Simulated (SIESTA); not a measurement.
**Sb: relaxation of cell and atoms with PBEsol**

The system is Sb.

```xyz
1
Lattice="3.1600 0.0000 0.0000 0.0000 3.1600 0.0000 0.0000 0.0000 3.1600" Properties=species:S:1:pos:R:3 pbc="T T T"
Sb    0.0000    0.0000    0.0000
```

This isn't the form of Sb at room conditions, which is rhombohedral.

- Program: SIESTA 5.4.2
- Task: relaxation of cell and atoms
- Functional: PBEsol
- Potentials or basis: PseudoDojo 0.4 standard (PBEsol files)
- Basis: DZP (energy shift 0.003 Ry; two zetas on semicore shells)
- Grid cutoff: 500 Ry
- Energy shift: 0.003 Ry
- k mesh: 8 × 8 × 8
- Occupations: fermi-dirac, width 0.05 eV
- Spin: no spin polarisation
- force tolerance: 0.02 eV/Å

```
Relaxed volume                         : 29.39 Å³/atom
Relaxed cell                           : a = 3.086 Å, b = 3.086 Å, c = 3.086 Å, α = 90.00°, β = 90.00°, γ = 90.00°
Space group after relaxing (to 0.05 Å) : Pm-3m (No. 221)
Energy gained by relaxing              : 28.0 meV/atom
Ionic steps                            : 4
Pressure after relaxing                : 0.0 GPa
Band gap on the k mesh                 : none (metal or under the smearing width)
```

The path:
```
step  energy change (eV)  largest force (eV/Å)  pressure (GPa)  volume (Å³)
   1              0.0000                0.0000           -3.85        31.55
   2             -0.0195                0.0000           -2.27        30.55
   3             -0.0278                0.0000            0.28        29.25
   4             -0.0280                0.0000            0.01        29.39
```

Final structure:
```
CELL_PARAMETERS angstrom
3.08592 0.00000 0.00000
0.00000 3.08592 0.00000
0.00000 0.00000 3.08592
ATOMIC_POSITIONS crystal
Sb 0.00000 0.00000 0.00000
```

Wall time 72 s on 1 thread of Intel(R) Xeon(R) Platinum 8375C CPU @ 2.90GHz (Ice Lake), on a shared host, peak memory 0.23 GiB.

Caveat: the basis of atomic orbitals isn't converged, which shifts pressures, moduli and gaps. The run has no spin-orbit coupling, so splittings on Sb are missing.
